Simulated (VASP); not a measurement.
# TiB2 (P6/mmm) in VASP: notebook, part 2 of 2

VASP 6.6.1. The steps go on from the part before.

### 3 Phonons, PBE

File POSCAR:

```
TiB2
1.0
    3.0292000000      0.0000000000      0.0000000000
   -1.5146000000      2.6233641531      0.0000000000
    0.0000000000      0.0000000000      3.2284000000
Ti B
1 2
Direct
    0.0000000000      0.0000000000      0.0000000000
    0.6666666667      0.3333333333      0.5000000000
    0.3333333333      0.6666666667      0.5000000000
```

File INCAR.step1:

```
PREC = Accurate ; ENCUT = 600
EDIFF = 1E-8 ; ISMEAR = 0
SIGMA = 0.02 ; LREAL = F
LASPH = T ; NELM = 60
ALGO = Normal ; ISIF = 3
LWAVE = F ; LCHARG = F
GGA = PE ; IBRION = 2
NSW = 40 ; EDIFFG = -0.002
```

File INCAR.step2:

```
PREC = Accurate ; ENCUT = 600
EDIFF = 1E-8 ; ISMEAR = 0
SIGMA = 0.02 ; LREAL = F
LASPH = T ; NELM = 60
ALGO = Normal ; ISIF = 2
LWAVE = F ; LCHARG = F
GGA = PE ; IBRION = 6
NFREE = 2 ; POTIM = 0.015
NSW = 1
```

File KPOINTS:

```
regular mesh
0
Gamma
  7 7 6
```

Potentials or basis: VASP PAW PBE potentials, release 64 (Ti_sv, B).

On the command line:

```sh
$ cat potpaw_PBE.64/Ti_sv/POTCAR potpaw_PBE.64/B/POTCAR > POTCAR
$ cp INCAR.step1 INCAR
$ mpirun -np 1 vasp_std > vasp.out
$ cp CONTCAR POSCAR
$ cp INCAR.step2 INCAR
$ mpirun -np 1 vasp_std > vasp.out
```

OUTCAR:

```text
PREC = Accurate
   ENCUT = 600
   EDIFF = 1E-8
   ISMEAR = 0
   LREAL = F
   LASPH = T
   NELM = 60
   ISIF = 2
   GGA = PE
   IBRION = 6
   NFREE = 2
   POTIM = 0.015
   NSW = 1

 ion  position               nearest neighbor table
   1  0.000  0.000  0.000-   2 2.38   3 2.38   2 2.38   3 2.38   3 2.38   3 2.38   2 2.38   2 2.38
                             2 2.38   2 2.38   3 2.38   3 2.38
   2  0.667  0.333  0.500-   3 1.75   3 1.75   3 1.75   1 2.38   1 2.38   1 2.38   1 2.38   1 2.38
                             1 2.38
   3  0.333  0.667  0.500-   2 1.75   2 1.75   2 1.75   1 2.38   1 2.38   1 2.38   1 2.38   1 2.38
                             1 2.38

  LATTYP: Found a hexagonal cell.
 ALAT       =     3.0348367960
 C/A-ratio  =     1.0606199154

  Lattice vectors:

 A1 = (   3.0348367960,   0.0000000000,   0.0000000000)
 A2 = (  -1.5174183980,   2.6282457616,   0.0000000000)
 A3 = (   0.0000000000,   0.0000000000,   3.2188083458)

Analysis of symmetry for initial positions (statically):
=====================================================================
 Subroutine PRICEL returns:
 Original cell was already a primitive cell.

 Routine SETGRP: Setting up the symmetry group for a
 hexagonal supercell.

 Subroutine GETGRP returns: Found 24 space group operations
 (whereof 24 operations were pure point group operations)
 out of a pool of 24 trial point group operations.

The static configuration has the point symmetry D_6h.

Analysis of symmetry for dynamics (positions and initial velocities):
=====================================================================
 Subroutine PRICEL returns:
 Original cell was already a primitive cell.

 Routine SETGRP: Setting up the symmetry group for a
 hexagonal supercell.
[... 473 lines left out ...]
      1     -46.9657      2.00000
      2     -23.3151      2.00000
      3     -23.0069      2.00000
      4     -23.0069      2.00000
      5      -3.5039      2.00000
      6       7.3599      2.00000
      7       7.3599      2.00000
      8       7.7066      2.00000
      9       7.8994      2.00000
     10      11.8781      0.00000
     11      11.8781      0.00000
     12      13.6673      0.00000
     13      13.6673      0.00000
[... 354 lines left out ...]
  band No.  band energies     occupation
      1     -46.8971      2.00000
      2     -23.3740      2.00000
      3     -23.3032      2.00000
      4     -23.2024      2.00000
      5       0.7301      2.00000
      6       2.2178      2.00000
      7       4.0480      2.00000
      8       6.7128      2.00000
      9       7.3036      2.00000
     10      12.2722      0.00000
     11      13.0824      0.00000
     12      13.4898      0.00000
     13      14.9128      0.00000

 [... further k-points ...]
[... 5 lines left out ...]
  --------------------------------------------------------------------------------------
  -------------------------------------------------------------------------------------
  Total        0.0027678      0.0027678      0.0025536      0.0000000      0.0000000      0.0000000
  in kB        0.1727206      0.1727206      0.1593534      0.0000000      0.0000000      0.0000000
  external PRESSURE =       0.1682649 kB  Pullay stress =       0.0000000 kB
[... 18 lines left out ...]
  FREE ENERGIE OF THE ION-ELECTRON SYSTEM (eV)
  ---------------------------------------------------
  free  energy   TOTEN  =       -24.4259264484 eV

  energy  without entropy=      -24.4257494544  energy(sigma->0) =      -24.42583795

 INTERNAL STRAIN TENSORS FROM DISPLACED ATOMS
 ============================================

 INTERNAL STRAIN TENSOR FOR ION    1 for displacements in x,y,z  (eV/Angst):
          X           Y           Z          XY          YZ          ZX
  --------------------------------------------------------------------------------
  x     0.00000     0.00000     0.00000     0.00000     0.00000     0.00000
  y     0.00000     0.00000     0.00000     0.00000     0.00000     0.00000
  z     0.00000     0.00000     0.00000     0.00000     0.00000     0.00000

 INTERNAL STRAIN TENSOR FOR ION    3 for displacements in x,y,z  (eV/Angst):
          X           Y           Z          XY          YZ          ZX
  --------------------------------------------------------------------------------
  x     0.00000     0.00000     0.00000    -2.69755     0.00000     0.00000
  y    -2.69755     2.69755     0.00000     0.00000     0.00000     0.00000
  z     0.00000     0.00000     0.00000     0.00000     0.00000     0.00000

 Eigenvectors and eigenvalues of the dynamical matrix
 ----------------------------------------------------

   1 f  =   26.609814 THz   167.194389 2PiTHz  887.607837 cm-1   110.049297 meV
             X         Y         Z           dx          dy          dz
      0.000000  0.000000  0.000000     0.000000   -0.000000    0.000000
      1.517418  0.876082  1.609404     0.707107   -0.000005   -0.000000
     -0.000000  1.752164  1.609404    -0.707107    0.000005    0.000000
[... 43 lines left out ...]
   9 f/i=    0.005086 THz     0.031958 2PiTHz    0.169662 cm-1     0.021035 meV
             X         Y         Z           dx          dy          dz
      0.000000  0.000000  0.000000    -0.000000    0.000000   -0.829812
      1.517418  0.876082  1.609404    -0.000000    0.000000   -0.394596
     -0.000000  1.752164  1.609404    -0.000000    0.000000   -0.394596

 ELASTIC MODULI CONTR FROM IONIC RELAXATION (kBar)
 Direction    XX          YY          ZZ          XY          YZ          ZX
 --------------------------------------------------------------------------------
 XX         -28.9957     28.9957      0.0000     -0.0000      0.0000      0.0000
 YY          28.9957    -28.9957      0.0000      0.0000      0.0000      0.0000
 ZZ           0.0000      0.0000      0.0000      0.0000      0.0000      0.0000
 XY          -0.0000      0.0000      0.0000    -28.9957      0.0000      0.0000
 YZ           0.0000      0.0000      0.0000      0.0000      0.0000      0.0000
 ZX           0.0000      0.0000      0.0000      0.0000      0.0000      0.0000
 --------------------------------------------------------------------------------
```

OSZICAR.step1:

```text
N       E                     dE             d eps       ncg     rms          rms(c)
DAV:   1     0.134570308369E+03    0.13457E+03   -0.10173E+04   832   0.174E+03
DAV:   2    -0.190897927638E+02   -0.15366E+03   -0.14977E+03   877   0.416E+02
DAV:   3    -0.292372616121E+02   -0.10147E+02   -0.96140E+01  1205   0.958E+01
[... 55 lines left out ...]
DAV:   5    -0.244269856648E+02   -0.57983E-06   -0.16989E-06  1116   0.889E-03    0.172E-03
DAV:   6    -0.244269856416E+02    0.23182E-07   -0.48412E-07  1301   0.412E-03    0.947E-04
DAV:   7    -0.244269855996E+02    0.41950E-07   -0.42912E-08   867   0.210E-03    0.447E-04
DAV:   8    -0.244269856114E+02   -0.11794E-07   -0.70859E-09   484   0.846E-04    0.109E-04
DAV:   9    -0.244269856115E+02   -0.50250E-10   -0.11393E-09   421   0.315E-04
   5 F= -.24426986E+02 E0= -.24426897E+02  d E =-.488566E-04
```

Wall time 3.1 min (1 thread of Intel Xeon Platinum 8259CL at 2.50GHz (Skylake/Cascade Lake), shared host); peak memory 0.2 GiB.

What came out:

| Quantity | Value |
| --- | --- |
| Relaxed volume | 8.56 Å³/atom |
| Relaxed cell | a = 3.035 Å, b = 3.035 Å, c = 3.219 Å, α = 90.00°, β = 90.00°, γ = 120.00° |
| Space group after relaxing (to 0.05 Å) | P6/mmm (No. 191) |
| Highest phonon frequency at Γ, LO-TO splitting left out | 888 cm⁻¹ |

The path:
```
step  energy change (eV)  largest force (eV/Å)  pressure (GPa)  volume (Å³)
   1              0.0000                0.0000            0.38        25.66
   2             -0.0005                0.0000           -0.56        25.73
   3             -0.0005                0.0000           -0.33        25.71
   4             -0.0006                0.0000            0.17        25.66
   5             -0.0006                0.0000            0.01        25.67
```

Final structure:
```cif
data_structure
_symmetry_space_group_name_H-M 'P 1'
_symmetry_Int_Tables_number 1
_cell_length_a 3.0348
_cell_length_b 3.0348
_cell_length_c 3.2188
_cell_angle_alpha 90.000
_cell_angle_beta 90.000
_cell_angle_gamma 120.000
_cell_volume 25.67
loop_
_atom_site_label
_atom_site_type_symbol
_atom_site_fract_x
_atom_site_fract_y
_atom_site_fract_z
_atom_site_occupancy
Ti1 Ti 0.00000 0.00000 0.00000 1
B1 B 0.66667 0.33333 0.50000 1
B2 B 0.33333 0.66667 0.50000 1
```

Phonon frequencies in cm⁻¹ (negative: imaginary):
| q point | frequencies |
| --- | --- |
| (0.000, 0.000, 0.000) | 0 0 0 502 518 518 552 888 888 |

### 4 The reference run

An earlier run on the cell as given: functional PBE; potentials or basis VASP PAW PBE potentials, release 64 (Ti_sv, B); cutoff 520 eV; k mesh 10 × 10 × 8; occupations fermi-dirac, width 0.05 eV; no spin polarisation.

* Pressure: 0.5 GPa
* Band gap on the k mesh: none (metal or under the smearing width)

### 5 The runs side by side

| task | cell | k mesh | cutoff (eV) | smearing | gap on the mesh (eV) | pressure (GPa) |
| --- | --- | --- | --- | --- | --- | --- |
| core levels | as given | 10 × 10 × 8 | 520 | gaussian 0.02 eV | none | 0.5 |
| phonons | relaxed | 7 × 7 × 6 | 600 | gaussian 0.02 eV | - | - |
| single point | as given | 10 × 10 × 8 | 520 | fermi-dirac 0.05 eV | none | 0.5 |

Alike in all rows: level PBE; potentials or basis VASP PAW PBE potentials, release 64 (Ti_sv, B); no spin polarisation.

Absolute energies hang on the potentials; compare differences alone.
